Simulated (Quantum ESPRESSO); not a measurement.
# BN (Fmm2) in Quantum ESPRESSO: further runs, part 2 of 2

Quantum ESPRESSO 7.5.

### 3 Berry-phase polarisation, LDA (cell strained at random at fixed volume)

File pw.in:

```
&CONTROL
  calculation = 'scf'
  prefix = 'pwscf'
  outdir = './tmp'
  pseudo_dir = './pseudo'
  tprnfor = .true.
  tstress = .true.
  disk_io = 'low'
/
&SYSTEM
  ibrav = 0
  celldm(1) = 8
  nat = 2
  ntyp = 2
  ecutwfc = 84
  nbnd = 9
  occupations = 'smearing'
  smearing = 'fd'
  degauss = 0.00367493
/
&ELECTRONS
  conv_thr = 4d-10
  electron_maxstep = 120
  mixing_beta = 0.5
/
ATOMIC_SPECIES
N     14.0070 N.upf
B     10.8100 B.upf
CELL_PARAMETERS alat
 -0.0053963491646   0.8330451329296   0.5122981383446
  0.2815902157724   0.0019903540408   0.5059685006902
  0.2984838948950   0.8351720196829  -0.0065500269637
ATOMIC_POSITIONS crystal
N      0.6666513400    0.6666513400    0.3333486600
B      0.0000486500    0.0000486500    0.9999513500
K_POINTS automatic
7 7 7 0 0 0
```

File relax.in:

```
&CONTROL
  calculation = 'relax'
  prefix = 'pwscf'
  outdir = './tmp'
  pseudo_dir = './pseudo'
  tprnfor = .true.
  tstress = .true.
  disk_io = 'low'
  nstep = 40
  forc_conv_thr = 0.0001
  etot_conv_thr = 1d-06
/
&SYSTEM
  ibrav = 0
  celldm(1) = 8
  nat = 2
  ntyp = 2
  ecutwfc = 84
  nbnd = 9
  occupations = 'smearing'
  smearing = 'fd'
  degauss = 0.00367493
/
&ELECTRONS
  conv_thr = 4d-10
  electron_maxstep = 120
  mixing_beta = 0.5
/
&IONS
  ion_dynamics = 'bfgs'
/
ATOMIC_SPECIES
N     14.0070 N.upf
B     10.8100 B.upf
CELL_PARAMETERS alat
 -0.0053963491646   0.8330451329296   0.5122981383446
  0.2815902157724   0.0019903540408   0.5059685006902
  0.2984838948950   0.8351720196829  -0.0065500269637
ATOMIC_POSITIONS crystal
N      0.6666513400    0.6666513400    0.3333486600
B      0.0000486500    0.0000486500    0.9999513500
K_POINTS automatic
7 7 7 0 0 0
```

File scf2.in:

```
&CONTROL
  calculation = 'scf'
  prefix = 'pwscf'
  outdir = './tmp'
  pseudo_dir = './pseudo'
  tprnfor = .true.
  tstress = .true.
  disk_io = 'low'
/
&SYSTEM
  ibrav = 0
  celldm(1) = 8
  nat = 2
  ntyp = 2
  ecutwfc = 84
  nbnd = 9
  occupations = 'fixed'
/
&ELECTRONS
  conv_thr = 1d-11
  electron_maxstep = 120
  mixing_beta = 0.5
  startingpot = 'file'
  startingwfc = 'file'
/
ATOMIC_SPECIES
N     14.0070 N.upf
B     10.8100 B.upf
CELL_PARAMETERS alat
 -0.0053963491646   0.8330451329296   0.5122981383446
  0.2815902157724   0.0019903540408   0.5059685006902
  0.2984838948950   0.8351720196829  -0.0065500269637
ATOMIC_POSITIONS crystal
N      0.6642891447    0.6699754316    0.3357098518
B      0.0024108453   -0.0032754416    0.9975901582
K_POINTS automatic
7 7 7 0 0 0
```

File berry1.in:

```
&CONTROL
  calculation = 'nscf'
  prefix = 'pwscf'
  outdir = './tmp'
  pseudo_dir = './pseudo'
  disk_io = 'low'
  lberry = .true.
  gdir = 1
  nppstr = 14
/
&SYSTEM
  ibrav = 0
  celldm(1) = 8
  nat = 2
  ntyp = 2
  ecutwfc = 84
  occupations = 'fixed'
  nosym = .true.
/
&ELECTRONS
  conv_thr = 1d-09
  electron_maxstep = 120
  mixing_beta = 0.5
  diago_david_ndim = 4
  startingwfc = 'random'
/
ATOMIC_SPECIES
N     14.0070 N.upf
B     10.8100 B.upf
CELL_PARAMETERS alat
 -0.0053963491646   0.8330451329296   0.5122981383446
  0.2815902157724   0.0019903540408   0.5059685006902
  0.2984838948950   0.8351720196829  -0.0065500269637
ATOMIC_POSITIONS crystal
N      0.6642891447    0.6699754316    0.3357098518
B      0.0024108453   -0.0032754416    0.9975901582
K_POINTS automatic
14 7 7 0 0 0
```

File berry2.in:

```
&CONTROL
  calculation = 'nscf'
  prefix = 'pwscf'
  outdir = './tmp'
  pseudo_dir = './pseudo'
  disk_io = 'low'
  lberry = .true.
  gdir = 2
  nppstr = 14
/
&SYSTEM
  ibrav = 0
  celldm(1) = 8
  nat = 2
  ntyp = 2
  ecutwfc = 84
  occupations = 'fixed'
  nosym = .true.
/
&ELECTRONS
  conv_thr = 1d-09
  electron_maxstep = 120
  mixing_beta = 0.5
  diago_david_ndim = 4
  startingwfc = 'random'
/
ATOMIC_SPECIES
N     14.0070 N.upf
B     10.8100 B.upf
CELL_PARAMETERS alat
 -0.0053963491646   0.8330451329296   0.5122981383446
  0.2815902157724   0.0019903540408   0.5059685006902
  0.2984838948950   0.8351720196829  -0.0065500269637
ATOMIC_POSITIONS crystal
N      0.6642891447    0.6699754316    0.3357098518
B      0.0024108453   -0.0032754416    0.9975901582
K_POINTS automatic
7 14 7 0 0 0
```

File berry3.in:

```
&CONTROL
  calculation = 'nscf'
  prefix = 'pwscf'
  outdir = './tmp'
  pseudo_dir = './pseudo'
  disk_io = 'low'
  lberry = .true.
  gdir = 3
  nppstr = 14
/
&SYSTEM
  ibrav = 0
  celldm(1) = 8
  nat = 2
  ntyp = 2
  ecutwfc = 84
  occupations = 'fixed'
  nosym = .true.
/
&ELECTRONS
  conv_thr = 1d-09
  electron_maxstep = 120
  mixing_beta = 0.5
  diago_david_ndim = 4
  startingwfc = 'random'
/
ATOMIC_SPECIES
N     14.0070 N.upf
B     10.8100 B.upf
CELL_PARAMETERS alat
 -0.0053963491646   0.8330451329296   0.5122981383446
  0.2815902157724   0.0019903540408   0.5059685006902
  0.2984838948950   0.8351720196829  -0.0065500269637
ATOMIC_POSITIONS crystal
N      0.6642891447    0.6699754316    0.3357098518
B      0.0024108453   -0.0032754416    0.9975901582
K_POINTS automatic
7 7 14 0 0 0
```

Potentials or basis: PseudoDojo 0.4.1 SR LDA stringent.

Run with:

```
$ OMP_NUM_THREADS=1 pw.x -in pw.in > pw.out
$ OMP_NUM_THREADS=1 pw.x -in relax.in > relax.out
$ OMP_NUM_THREADS=1 pw.x -in scf2.in > scf2.out
$ OMP_NUM_THREADS=1 pw.x -in berry1.in > berry1.out
$ OMP_NUM_THREADS=1 pw.x -in berry2.in > berry2.out
$ OMP_NUM_THREADS=1 pw.x -in berry3.in > berry3.out
```

pw.out:

```text
This program is part of the open-source Quantum ESPRESSO suite
     for quantum simulation of materials; please cite
[... 6 lines left out ...]
     --------------------
     sticks:   dense  smooth     PW     G-vecs:    dense   smooth      PW
     Sum         865     865    307                13321    13321    2809

     Using Slab Decomposition

     bravais-lattice index     =            0
     lattice parameter (alat)  =       8.0000  a.u.
     unit-cell volume          =     127.8988 (a.u.)^3
     number of atoms/cell      =            2
     number of atomic types    =            2
     number of electrons       =         8.00
     number of Kohn-Sham states=            9
     kinetic-energy cutoff     =      84.0000  Ry
     charge density cutoff     =     336.0000  Ry
     scf convergence threshold =      4.0E-10
     mixing beta               =       0.5000
     number of iterations used =            8  plain     mixing
     Exchange-correlation= SLA  PW   NOGX NOGC
                           (   1   4   0   0   0   0   0)

     celldm(1)=   8.000000  celldm(2)=   0.000000  celldm(3)=   0.000000
     celldm(4)=   0.000000  celldm(5)=   0.000000  celldm(6)=   0.000000

     crystal axes: (cart. coord. in units of alat)
               a(1) = (  -0.005396   0.833045   0.512298 )
               a(2) = (   0.281590   0.001990   0.505969 )
               a(3) = (   0.298484   0.835172  -0.006550 )

     reciprocal axes: (cart. coord. in units 2 pi/alat)
               b(1) = ( -1.691673  0.611956  0.939071 )
               b(2) = (  1.734626 -0.611994  1.013431 )
               b(3) = (  1.683231  0.588420 -0.939095 )

     PseudoPot. # 1 for N  read from file:
     N.upf
     Pseudo is Norm-conserving + core correction, Zval =  5.0
     Generated using ONCVPSP code by D. R. Hamann
     Using radial grid of 1058 points,  4 beta functions with:
                l(1) =   0
                l(2) =   0
                l(3) =   1
                l(4) =   1

     PseudoPot. # 2 for B  read from file:
     B.upf
     Pseudo is Norm-conserving + core correction, Zval =  3.0
     Generated using ONCVPSP code by D. R. Hamann
     Using radial grid of 1498 points,  4 beta functions with:
                l(1) =   0
                l(2) =   0
                l(3) =   1
                l(4) =   1

     atomic species   valence    mass     pseudopotential
     N                 5.00    14.00700     N ( 1.00)
     B                 3.00    10.81000     B ( 1.00)

     No symmetry found

   Cartesian axes

     site n.     atom                  positions (alat units)
         1        N      tau(   1) = (   0.2836242   0.8350810   0.6766454  )
         2        B      tau(   2) = (   0.2984828   0.8351720  -0.0065002  )

     number of k points=   172  Fermi-Dirac smearing, width (Ry)=  0.0037

     Number of k-points >= 100: set verbosity='high' to print them.

     Dense  grid:    13321 G-vectors     FFT dimensions: (  45,  27,  45)

     Initial potential from superposition of free atoms

     starting charge       7.9998, renormalised to       8.0000
     Starting wfcs are    8 randomized atomic wfcs +    1 random wfcs

     Self-consistent Calculation

     iteration #  1     ecut=    84.00 Ry     beta= 0.50
     Davidson diagonalization with overlap
     ethr =  1.00E-02,  avg # of iterations =  5.1

     total energy              =     -26.75523384 Ry
     estimated scf accuracy    <       0.39850647 Ry

     iteration #  2     ecut=    84.00 Ry     beta= 0.50
     Davidson diagonalization with overlap
     ethr =  4.98E-03,  avg # of iterations =  1.5

     total energy              =     -26.83379408 Ry
     estimated scf accuracy    <       0.04090500 Ry

     iteration #  3     ecut=    84.00 Ry     beta= 0.50
     Davidson diagonalization with overlap
     ethr =  5.11E-04,  avg # of iterations =  2.6

     total energy              =     -26.83844595 Ry
     estimated scf accuracy    <       0.00415608 Ry

     iteration #  4     ecut=    84.00 Ry     beta= 0.50
     Davidson diagonalization with overlap
     ethr =  5.20E-05,  avg # of iterations =  3.5

     total energy              =     -26.83889640 Ry
     estimated scf accuracy    <       0.00014371 Ry

     iteration #  5     ecut=    84.00 Ry     beta= 0.50
     Davidson diagonalization with overlap
     ethr =  1.80E-06,  avg # of iterations =  4.4

     total energy              =     -26.83892140 Ry
     estimated scf accuracy    <       0.00001064 Ry

     iteration #  6     ecut=    84.00 Ry     beta= 0.50
     Davidson diagonalization with overlap
     ethr =  1.33E-07,  avg # of iterations =  1.4

     total energy              =     -26.83892251 Ry
     estimated scf accuracy    <       0.00000006 Ry

     iteration #  7     ecut=    84.00 Ry     beta= 0.50
     Davidson diagonalization with overlap
     ethr =  7.95E-10,  avg # of iterations =  3.3

     total energy              =     -26.83892256 Ry
     estimated scf accuracy    <       0.00000005 Ry

     iteration #  8     ecut=    84.00 Ry     beta= 0.50
     Davidson diagonalization with overlap
     ethr =  6.22E-10,  avg # of iterations =  1.5

     End of self-consistent calculation

     Number of k-points >= 100: set verbosity='high' to print the bands.

     the Fermi energy is     5.3090 ev

!    total energy              =     -26.83892257 Ry
     estimated scf accuracy    <          1.6E-10 Ry
     smearing contrib. (-TS)   =      -0.00000000 Ry
     internal energy E=F+TS    =     -26.83892257 Ry

     The total energy is F=E-TS. E is the sum of the following terms:
     one-electron contribution =     -10.40923067 Ry
     hartree contribution      =       9.17403297 Ry
     xc contribution           =      -8.62203678 Ry
     ewald contribution        =     -16.98168808 Ry

     convergence has been achieved in   8 iterations

     Forces acting on atoms (cartesian axes, Ry/au):

     atom    1 type  1   force =     0.02422543    0.00016647    0.00777338
     atom    2 type  2   force =    -0.02422543   -0.00016647   -0.00777338

     Total force =     0.035981     Total SCF correction =     0.000017

     Computing stress (Cartesian axis) and pressure

          total   stress  (Ry/bohr**3)                   (kbar)     P=       -7.22
   0.00024459  -0.00000258   0.00107330           35.98       -0.38      157.89
  -0.00000258  -0.00008252   0.00000780           -0.38      -12.14        1.15
   0.00107330   0.00000780  -0.00030939          157.89        1.15      -45.51

=------------------------------------------------------------------------------=
   JOB DONE.
=------------------------------------------------------------------------------=
```

It took 5.9 min on 1 thread of Arm Neoverse V1, shared host; peak memory 0.09 GiB.

What came out:

- Free energy: -365.1669 eV
- Pressure after relaxing: -1.1 GPa
- Band gap on the k mesh: 3.97 eV, indirect (least direct gap 4.96 eV)

The path:
```
step  energy change (eV)  largest force (eV/Å)  pressure (GPa)
   1              0.0000                0.6542           -0.72
   2             -0.0014                0.5381           -1.24
   3             -0.0047                0.0129           -1.07
   4             -0.0047                0.0040           -1.07
   5             -0.0047                0.0013           -1.07
```

Final structure:
```
CELL_PARAMETERS angstrom
-0.02285 3.52663 2.16877
1.19209 0.00843 2.14198
1.26361 3.53563 -0.02773
ATOMIC_POSITIONS crystal
N 0.66429 0.66998 0.33571
B 0.00241 0.99672 0.99759
```

Berry-phase polarisation along the lattice vectors (C/m²): 3.479, 2.086, -3.155; quanta: 3.500, 2.072, 3.174

Berry phases in units of 2π:
```
direction   ionic  electronic  their sum is defined modulo
       a1   0.329       0.665                            1
       a2   0.340       0.667                            1
       a3  -0.329      -0.665                            1
```

Caveat: the k mesh is coarse (spacing up to 0.45 Å⁻¹), so the values aren't converged; an odd mesh through Γ misses points on the zone boundary, where band edges often lie.
